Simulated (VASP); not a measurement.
Runs of VASP 6.6.1 on CoO. It takes space group I4/mmm (No. 139, tetragonal). The conventional cell has a = 3.016 Å, b = 3.016 Å, c = 4.215 Å, α = 90.00°, β = 90.00°, γ = 90.00°. Around Co (site symmetry 4/mmm) lie 6 O at 2.11 to 2.13 Å. Around O (site symmetry 4/mmm) lie 6 Co at 2.11 to 2.13 Å. 

```tsv
level	potentials or basis	spin	U	fixed moment (μB)	gap on the mesh (eV)	pressure (GPa)	moment (μB)
LDA+U	VASP PAW LDA potentials, release 64 (Co, O)	collinear, zero start	Co d U = 7 eV	-	none	-36.3	0.00
LDA+U	VASP PAW LDA potentials, release 64 (Co, O)	collinear, ferromagnetic start	Co d U = 7 eV	-	none	(a)	3.00
LDA+U	VASP PAW LDA potentials, release 64 (Co, O)	collinear, ferromagnetic start	Co d U = 7 eV	3	-	-18.5	3.00
LDA+U	VASP PAW LDA potentials, release 64 (Co, O)	collinear, random start	Co d U = 3 eV	-	none	-16.5	3.00
LDA+U	VASP PAW LDA potentials, release 64 (Co, O)	collinear, ferromagnetic start	Co d U = 3 eV	-	none	(b)	3.00
LDA+U	VASP PAW LDA potentials, release 64 (Co, O)	collinear, random start	Co d U = 7 eV	-	none	-18.5	3.00
PBE	VASP PAW PBE potentials, release 64 (Co, O)	collinear, ferromagnetic start	-	-	none	-1.1	2.85
```

Alike in all rows: task single point; cell as given; k mesh 9 × 9 × 9; cutoff (eV) 520; smearing gaussian 0.05 eV.

Question: Fill in the values left out.

Answer: (a) -18.6; (b) -16.4.

Caveats: a cell with one magnetic atom can't hold antiferromagnetic order, which such compounds often take (some runs); a pressure of tens of GPa on the cell as given is suspect, and the run, the potentials or the cell itself is likely at fault (some runs); the total moment is fixed, so each spin has its own Fermi level (some runs); semilocal functionals often make such compounds metallic where correlation or magnetic order opens a gap, which also shifts bond lengths (some runs).

A gap of «none» marks a metal or a gap under the smearing width.
